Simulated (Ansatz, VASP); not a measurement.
SiO2 in VASP and in Ansatz

File INCAR:

```
ALGO = Normal ; EDIFF = 1E-6
ENCUT = 520 ; GGA = PE
ISIF = 2 ; ISMEAR = 0
LASPH = True ; LCHARG = False
LREAL = False ; LWAVE = False
NBANDS = 25 ; NELM = 80
PREC = Accurate ; SIGMA = 0.05
```

KPOINTS

```
k-points
0
Gamma
  6 6 8
```

POSCAR

```
SiO2
1.0
    4.0666718729      0.0000000000      0.0000000000
    0.0000000000      4.0666718729      0.0000000000
    0.0000000000      0.0000000000      2.6904781063
Si O
2 4
Direct
    0.5000000000      0.5000000000      0.5000000000
    0.0000000000      0.0000000000      0.0000000000
    0.6930152167      0.6930152167      0.0000000000
    0.1930152167      0.8069847833      0.5000000000
    0.3069847833      0.3069847833      0.0000000000
    0.8069847833      0.1930152167      0.5000000000
```

Input for Ansatz:

```yaml
crystal:
  lattice:
    - [4.0666718729, 0.0, 0.0]
    - [0.0, 4.0666718729, 0.0]
    - [0.0, 0.0, 2.6904781063]
  atoms:
    - { symbol: Si, position: [0.5, 0.5, 0.5] }
    - { symbol: Si, position: [0.0, 0.0, 0.0] }
    - { symbol: O, position: [0.6930152167, 0.6930152167, 0.0] }
    - { symbol: O, position: [0.1930152167, 0.8069847833, 0.5] }
    - { symbol: O, position: [0.3069847833, 0.3069847833, 0.0] }
    - { symbol: O, position: [0.8069847833, 0.1930152167, 0.5] }
basis:
  ecutwfc: 420
kpoints:
  mp_grid: { grid: [6, 6, 8] }
hamiltonian:
  xc: pbe
scf:
  occupations: { method: gaussian, width: 0.05 }
output:
  forces: true
  stress: true
  eigenvalues: true
```

Change from the starting cell: strain -0.040 along x and y, +0.000 along z, atoms carried along.

Alike in both runs: task single point; functional PBE; k mesh 6 × 6 × 8; occupations gaussian, width 0.05 eV; no spin polarisation.

|  | VASP | Ansatz |
| --- | --- | --- |
| version | VASP 6.6.1 | Ansatz 0.2.0 |
| potentials or method | VASP PAW PBE potentials, release 64 (Si, O) | scalar-relativistic, plane waves, PAW |
| plane-wave cutoff (eV) | 520 | 420 |
| valence electrons in the cell | 32 | 32 |

|  | VASP | Ansatz | Ansatz less VASP |
| --- | --- | --- | --- |
| gap on the k mesh at the Fermi level (eV) | 6.31 | 6.32 | +0.007 |
| least direct gap on the mesh (eV) | 6.31 | 6.32 | +0.007 |
| pressure (GPa) | 27.1 | 26.9 | -0.25 |
| largest component of the traceless stress (GPa) | 8.89 | 9.30 | +0.405 |
| rms of the force components (eV/Å) | 0.371 | 0.366 | -0.0052 |

Atom by atom the forces differ by 0.005 eV/Å (rms over components).

Caveats: so large a pressure means that the cell lies far from this level's equilibrium, or that cutoff or potentials fall short (VASP). A k mesh can miss the band edges.
